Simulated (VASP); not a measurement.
CO2, 12 atoms in the cell. Symmetry: Pbcn, No. 60, orthorhombic system. The conventional cell has a = 4.785 Å, b = 6.316 Å, c = 5.679 Å, α = 90.00°, β = 90.00°, γ = 90.00°. C (site symmetry 2) has 2 O at 1.17 Å as nearest neighbours. Around O (site symmetry 1) lie 1 C at 1.17 Å. The cell comes from a database or a generator and needn't be the stable form of this composition.

| Quantity | Value |
| --- | --- |
| Program | VASP 6.6.1 |
| Task | electric field gradients |
| Functional | PBE |
| Potentials or basis | VASP PAW PBE potentials, release 64 (C, O) |
| Cutoff | 520 eV |
| k mesh | 4 × 3 × 4 |
| Occupations | fermi-dirac, width 0.02 eV |
| Spin | no spin polarisation |
| Dipole correction | no |
| Further INCAR settings | ALGO = Fast; EDIFF = 1e-08; NBANDS = 44 |

Potentials or basis: VASP PAW PBE potentials, release 64 (C, O).

Run with:

```console
$ cat potpaw_PBE.64/C/POTCAR potpaw_PBE.64/O/POTCAR > POTCAR
$ mpirun -np 1 vasp_std > vasp.out
```

Hardware: 1 thread of Intel(R) Xeon(R) Platinum 8559C (Emerald Rapids), with other jobs on the host.

Question: Estimate the wall time of this run.

Answer: Wall time 2.8 min on 1 thread of Intel(R) Xeon(R) Platinum 8559C (Emerald Rapids), with other jobs on the host, peak memory 0.29 GiB. Counts: scf iterations 27, k points 18.
